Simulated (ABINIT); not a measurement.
# BAs (F-43m) in ABINIT: a series of runs, part 2 of 2

ABINIT 10.8.3 (patched build). Earlier steps stand in the parts before.

### 4 Band structure, AM05

File run.abi:

```
# Datasets: ground state, then fixed potential
ndtset 2

# Pseudopotentials
pp_dirpath "./"
pseudos "As.GGA_PBE-JTH_sp.xml, B.GGA_PBE-JTH.xml"

# Structure
acell 3*1.0
rprim
     0.0000000000     4.5136108487     4.5136108487
     4.5136108487     0.0000000000     4.5136108487
     4.5136108487     4.5136108487     0.0000000000
ntypat 2
znucl 33 5
natom 2
typat 1 2
xcart
     6.7704162730     6.7704162730     6.7704162730
     0.0000000000     0.0000000000     0.0000000000

# Plane-wave basis
ecut 408.170794 eV
pawecutdg 30.0

# Exchange and correlation
ixc -120135

# Bands and occupations
occopt 3
tsmear 0.00183747

# SCF cycle
nstep 100

# Output
iomode 3
prtwf 0
prteig 0
prtebands 0
enunit 1
prtden1 1

# Dataset 1
kptopt1 1
ngkpt1 10 10 10
nshiftk1 1
shiftk1 0.0 0.0 0.0
nband1 8
tolvrs1 1.0e-9

# Dataset 2: bands along G-X-W-K-G-L-U-W-L-K
iscf2 -2
getden2 1
nband2 12
nbdbuf2 2
tolwfr2 1.0e-12
kptopt2 -9
ndivsm2 5
prteig2 1
kptbounds2
     0.0000000000     0.0000000000     0.0000000000
     0.5000000000     0.0000000000     0.5000000000
     0.5000000000     0.2500000000     0.7500000000
     0.3750000000     0.3750000000     0.7500000000
     0.0000000000     0.0000000000     0.0000000000
     0.5000000000     0.5000000000     0.5000000000
     0.6250000000     0.2500000000     0.6250000000
     0.5000000000     0.2500000000     0.7500000000
     0.5000000000     0.5000000000     0.5000000000
     0.3750000000     0.3750000000     0.7500000000
```

Potentials or basis: JTH PAW PBE v2.0 sp.

Started as:

```console
$ abinit run.abi > log 2>&1
```

run.abo:

```text
.Version 10.8.3 of ABINIT
 DATASET    1 : space group F-4 3 m (#216); Bravais cF (face-center cubic)
================================================================================
 Values of the parameters that define the memory need for DATASET  1.
     intxc =       0    ionmov =       0      iscf =      17    lmnmax =       8
     lnmax =       4     mgfft =      24  mpssoang =       2    mqgrid =    3001
     natom =       2  nloc_mem =       2    nspden =       1   nspinor =       1
    nsppol =       1      nsym =      24    n1xccc =       1    ntypat =       2
    occopt =       3   xclevel =       2
       mpw =         532          nfft =       13824          nkpt =          47
 PAW method is used; the additional fine FFT grid is defined by:
   mgfftf=        32    nfftf =     32768
================================================================================
================================================================================

 DATASET    2 : space group F-4 3 m (#216); Bravais cF (face-center cubic)
================================================================================
 Values of the parameters that define the memory need for DATASET  2.
     intxc =       0    ionmov =       0      iscf =      -2    lmnmax =       8
     lnmax =       4     mgfft =      24  mpssoang =       2    mqgrid =    3001
     natom =       2  nloc_mem =       2    nspden =       1   nspinor =       1
    nsppol =       1      nsym =      24    n1xccc =       1    ntypat =       2
    occopt =       3   xclevel =       2
       mpw =         532          nfft =       13824          nkpt =          87
 PAW method is used; the additional fine FFT grid is defined by:
   mgfftf=        32    nfftf =     32768
================================================================================
================================================================================

--------------------------------------------------------------------------------
------------- Echo of variables that govern the present computation ------------
--------------------------------------------------------------------------------
 -outvars: echo values of preprocessed input variables --------
[... 767 lines left out ...]
    2     -0.00000000002646    -0.00000000002646    -0.00000000002646
 length scales=  1.000000000000  1.000000000000  1.000000000000 bohr
              =  0.529177210544  0.529177210544  0.529177210544 angstroms
 Eigenvalues (   eV  ) for nkpt=  87  k points:
 kpt#   1, nband= 12, wtk=  1.00000, kpt=  0.0000  0.0000  0.0000 (reduced coord)
 -12.84078    2.58233    2.58233    2.58233    5.84869    5.84869    5.84869    7.38526
  12.21037   15.99849   15.99849   17.23347
 kpt#   2, nband= 12, wtk=  1.00000, kpt=  0.0357  0.0000  0.0357 (reduced coord)
 -12.81275    2.43580    2.44253    2.44253    5.76153    6.02081    6.02081    7.52967
  12.32532   15.28159   16.03180   17.29577
 kpt#   3, nband= 12, wtk=  1.00000, kpt=  0.0714  0.0000  0.0714 (reduced coord)
 -12.72881    2.03593    2.09194    2.09194    5.55178    6.46777    6.46777    7.86627
  12.65775   14.21975   16.13171   17.48292
 kpt#   4, nband= 12, wtk=  1.00000, kpt=  0.1071  0.0000  0.1071 (reduced coord)
 -12.58930    1.46297    1.64263    1.64263    5.28562    7.07574    7.07574    8.21741
  13.16663   13.28816   16.29821   17.79559
 kpt#   5, nband= 12, wtk=  1.00000, kpt=  0.1429  0.0000  0.1429 (reduced coord)
 -12.39489    0.78535    1.16598    1.16598    4.99847    7.77064    7.77064    8.39218
  12.63218   13.85080   16.53128   18.23446
 kpt#   6, nband= 12, wtk=  1.00000, kpt=  0.1786  0.0000  0.1786 (reduced coord)
 -12.14662    0.04681    0.69846    0.69846    4.71258    8.22980    8.51263    8.51263
[... 230 lines left out ...]
  -9.44064   -5.75706   -2.02692   -0.12213    5.47015    8.92596    9.43366   11.33665
  13.91466   16.19240   17.94035   19.78150
 kpt#  84, nband= 12, wtk=  1.00000, kpt=  0.4167  0.4167  0.6667 (reduced coord)
  -9.23180   -5.60359   -2.67039   -0.36343    5.19560    9.54163   10.13651   10.94861
  13.62285   15.99367   18.70714   20.20142
 kpt#  85, nband= 12, wtk=  1.00000, kpt=  0.4028  0.4028  0.6944 (reduced coord)
  -9.01519   -5.49450   -3.16984   -0.58242    4.94742    9.44216   10.82973   11.21481
  13.38519   15.91985   19.25047   20.89475
 kpt#  86, nband= 12, wtk=  1.00000, kpt=  0.3889  0.3889  0.7222 (reduced coord)
  -8.82152   -5.48485   -3.43146   -0.76947    4.74093    8.84331   11.44391   11.91996
  13.22338   16.02827   19.46866   21.75893
 kpt#  87, nband= 12, wtk=  1.00000, kpt=  0.3750  0.3750  0.7500 (reduced coord)
  -8.70210   -5.55791   -3.41758   -0.91802    4.58253    8.17175   11.90447   12.42670
  13.35008   16.37787   19.48357   22.31580

== END DATASET(S) ==============================================================
================================================================================

 -outvars: echo values of variables after computation  --------
            acell      1.0000000000E+00  1.0000000000E+00  1.0000000000E+00 Bohr
           etotal1    -9.2608860409E+00
            fcart1     7.9230787874E-30  1.8642538323E-30 -7.9230787874E-30
                      -7.9230787874E-30 -1.8642538323E-30  7.9230787874E-30
            rprim      0.0000000000E+00  4.5136108487E+00  4.5136108487E+00
                       4.5136108487E+00  0.0000000000E+00  4.5136108487E+00
                       4.5136108487E+00  4.5136108487E+00  0.0000000000E+00
           strten1     8.6886409959E-06  8.6886409959E-06  8.6886409959E-06
                       0.0000000000E+00  0.0000000000E+00  0.0000000000E+00
           xangst      3.5827499976E+00  3.5827499976E+00  3.5827499976E+00
                      -2.6458343623E-11 -2.6458144741E-11 -2.6458343623E-11
             xred      7.4999999999E-01  7.4999999999E-01  7.4999999999E-01
                      -5.5386528697E-12 -5.5387361364E-12 -5.5386528697E-12
 Calculation completed.
```

Run time: 17 s. Hardware: 1 thread of Arm Neoverse V1, shared host; peak memory 0.11 GiB.

Results:

| Item | Value |
| --- | --- |
| Free energy | -252.0015 eV |
| Pressure | -0.3 GPa |
| Band gap on the k mesh | 1.12 eV, indirect (least direct gap 3.27 eV) |
| Band gap along the path | 1.13 eV, indirect (least direct gap 3.27 eV) |
| Valence electrons inside the program's atomic spheres | As 2.84; B 1.77 |

Levels at the corners of the path, in eV from the valence-band top:
```
point  band 1  band 2  band 3  band 4  band 5  band 6  band 7  band 8  band 9
    Γ  -15.42    0.00    0.00    0.00    3.27    3.27    3.27    4.80    9.63
    X  -11.25   -8.52   -4.09   -4.09    1.37    1.39   11.48   11.48   13.03
    W  -11.08   -8.05   -5.53   -5.25    5.30    6.01    6.79    7.13   12.50
    K  -11.28   -8.14   -6.00   -3.50    2.00    5.59    9.32    9.84   10.77
    Γ  -15.42    0.00    0.00    0.00    3.27    3.27    3.27    4.80    9.63
    L  -12.56   -8.81   -1.82   -1.82    2.73    4.78    4.78    8.97   12.81
    U  -11.28   -8.14   -6.00   -3.50    2.00    5.59    9.32    9.84   10.77
    W  -11.08   -8.05   -5.53   -5.25    5.30    6.01    6.79    7.13   12.50
    L  -12.56   -8.81   -1.82   -1.82    2.73    4.78    4.78    8.97   12.81
    K  -11.28   -8.14   -6.00   -3.50    2.00    5.59    9.32    9.84   10.77
```

Caveat: the PAW data sets were made with another functional, which shifts forces and pressure a little; this set keeps more shells in the core, which shifts pressures and gaps.

### 5 Summary

```csv
task,level,potentials or basis,cutoff (eV),fine-grid cutoff,gap on the mesh (eV),pressure (GPa)
equation of state,SOGGA,JTH PAW PBE v2.0,408,816.342 eV,-,-
band structure,r2SCAN,JTH PAW PBE v2.0,490,979.61 eV,1.36,0.7
band structure,AM05,JTH PAW PBE v2.0 sp,408,816.342 eV,1.12,-0.3
```

Alike in all rows: no spin polarisation; cell as given; k mesh 10 × 10 × 10; smearing fermi-dirac 0.05 eV.

Caveats: the PAW data sets were made with another functional, which shifts forces and pressure a little; pressures at fixed basis lie under the slope of the energies (some runs); totals of a meta-GGA on PAW files have another zero than those of a GGA (some runs); this set keeps more shells in the core, which shifts pressures and gaps (some runs).

Absolute energies hang on the potentials; compare differences alone.

### 6 How close it comes

Step 2. A measured bulk modulus of BAs is 148 GPa (quoted in “Basic Physical Properties of Cubic Boron Arsenide”, 2019, arxiv:1911.11281); the calculated 144 GPa misses it by -2.8 %. The fit is for a static lattice scaled at fixed shape and fixed fractional positions.
